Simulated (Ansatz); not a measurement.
Take InN in the wurtzite structure (space group P6_3mc, No. 186; a = 3.5369 Å, c = 5.7136 Å) as the base. Axes: x lies along a and z along c of the hexagonal cell.

Computed with PBEsol (Ansatz, an electronic-structure program; PAW; 420 eV plane waves; without spin-orbit coupling).

Before the change:

* **Pressure**: 0.0 GPa
* **Shortest interatomic distance**: 2.156 Å
* **Band gap**: zero

The change: compressive biaxial strain of 4.37 % in the plane normal to [001], as in epitaxy on a mismatched substrate; the out-of-plane cell vector and the atoms relax.

### Question
How does this affect the pressure?

### Answer
The pressure (mean of the normal stresses, compression positive) goes from zero to 8.2 GPa.

### Question
What happens to the shortest interatomic distance?

### Answer
The shortest interatomic distance decreases by 0.039 Å to 2.117 Å.

### Question
Predict the new band gap.

### Answer
The band gap remains zero.

The mesh was chosen for an insulator and is coarse for the gapless case. Stability against distortions was not tested. All final runs are without spin polarisation. The zero or small gap of InN can change with the level of theory.
